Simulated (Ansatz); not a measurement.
Is this Sb structure a true minimum?

The cell was found from a structure generator's guess, not taken from experiment.

Computed with DFT PBE, scalar-relativistic, plane waves, PAW (Ansatz). Settings: cutoff 420 eV, Γ-centred mesh 4×10×8 on the computed 8-atom cell, Gaussian smearing of 0.10 eV; no spin polarisation.

The cell below (8 atoms, space group Pnma (No. 62)) is relaxed within its symmetry.

```
Sb
1.0
    12.72751    0.00000    0.00000
     0.00000    4.35330    0.00000
     0.00000    0.00000    4.59557
Sb
8
Direct
  0.12800 0.25000 0.32274
  0.37200 0.75000 0.82274
  0.62800 0.25000 0.17726
  0.87200 0.75000 0.67726
  0.13862 0.75000 0.75332
  0.36138 0.25000 0.25332
  0.63862 0.75000 0.74668
  0.86138 0.25000 0.24668
```

For the test it was strained at random (σ = 1.5 % a component), the atoms were moved at random (σ = 0.15 Å), and all was relaxed again on a coarse 6×6×2 mesh (in the run’s order of axes) with 0.20 eV smearing, with no symmetry imposed.

Spin–orbit coupling, which can matter for Sb, is left out.

Question: Does it come back?

Answer: It doesn't return. The energy falls by 23 meV/atom on that mesh, the volume changes by 1.7 %, and the end has space group Pmma (No. 51) at a loose tolerance. Relaxed again on a 4×8×8 mesh with 0.10 eV smearing, the new structure lies 22 meV/atom below the first (mesh in the axes of the run's cell; the cell below is made exact in the group named). Space group Pmma (No. 51), orthorhombic, a = 12.881 Å, b = 4.378 Å, c = 4.559 Å. Sb on its first site has 3 Sb at 2.93–2.98 Å, 2 Sb at 3.39 Å and 1 Sb at 3.57 Å; Sb on its second site has 3 Sb at 2.88–2.98 Å and 3 Sb at 3.39–3.56 Å.

```cif
data_structure
_symmetry_space_group_name_H-M 'Pmma'
_symmetry_Int_Tables_number 51
_cell_length_a 12.8808
_cell_length_b 4.3784
_cell_length_c 4.5594
_cell_angle_alpha 90.000
_cell_angle_beta 90.000
_cell_angle_gamma 90.000
_cell_volume 257.14
loop_
_atom_site_label
_atom_site_type_symbol
_atom_site_symmetry_multiplicity
_atom_site_Wyckoff_symbol
_atom_site_fract_x
_atom_site_fract_y
_atom_site_fract_z
_atom_site_occupancy
Sb1 Sb 4 i 0.86383 0.00000 0.07403 1
Sb2 Sb 4 j 0.11185 0.50000 0.48949 1
```
